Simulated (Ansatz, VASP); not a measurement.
**Sc in VASP and in Ansatz**

File POSCAR:

```
Sc
1.0
    0.0000000000      2.2705000000      2.2705000000
    2.2705000000      0.0000000000      2.2705000000
    2.2705000000      2.2705000000      0.0000000000
Sc
1
Direct
    0.0000000000      0.0000000000      0.0000000000
```

Contents of INCAR.step1:

```
SYSTEM = Sc
PREC = Accurate
ENCUT = 520
ISMEAR = 0
SIGMA = 0.15
LREAL = .False.
LASPH = .True.
NELM = 100
NBANDS = 12
GGA = PE
ALGO = Normal
EDIFF = 1E-4
LWAVE = .True.
LCHARG = .False.
```

Contents of INCAR.step2:

```
SYSTEM = Sc
PREC = Accurate
ENCUT = 520
EDIFF = 1E-6
ISMEAR = 0
SIGMA = 0.15
LREAL = .False.
LASPH = .True.
NELM = 100
ALGO = Normal
ISIF = 2
LWAVE = .False.
LCHARG = .False.
METAGGA = R2SCAN
LMIXTAU = .True.
NBANDS = 12
ISTART = 1
```

KPOINTS

```
Automatic mesh
0
Gamma
  20 20 20
  0 0 0
```

Input for Ansatz:

```yaml
crystal:
  lattice:
    - [0.0, 2.2705, 2.2705]
    - [2.2705, 0.0, 2.2705]
    - [2.2705, 2.2705, 0.0]
  atoms:
    - { symbol: Sc, position: [0.0, 0.0, 0.0] }
basis:
  ecutwfc: 500
kpoints:
  mp_grid: { grid: [20, 20, 20] }
hamiltonian:
  xc: r2scan
scf:
  occupations: { method: gaussian, width: 0.15 }
output:
  forces: true
  stress: true
  eigenvalues: true
```

This isn't the form of Sc at room conditions, which is hcp.

Alike in both runs: task single point; functional r2SCAN; k mesh 20 × 20 × 20; occupations gaussian, width 0.15 eV; no spin polarisation.

```csv
,VASP,Ansatz
version,VASP 6.6.1,Ansatz 0.2.0
potentials or method,"VASP PAW PBE potentials, release 64 (Sc_sv)","scalar-relativistic, plane waves, PAW"
plane-wave cutoff (eV),520,500
valence electrons in the cell,11,11
```

Ansatz gave:

| Quantity | Value |
| --- | --- |
| gap on the k mesh at the Fermi level (eV) | none |
| pressure (GPa) | 4.1 |

Estimate VASP's values.

gap on the k mesh at the Fermi level (eV): none; pressure (GPa): 4.3.

A gap of «none» marks a metal or a gap that the smearing closes.

Caveats: the PAW data sets were made with another functional, which shifts forces and pressure a little (VASP).
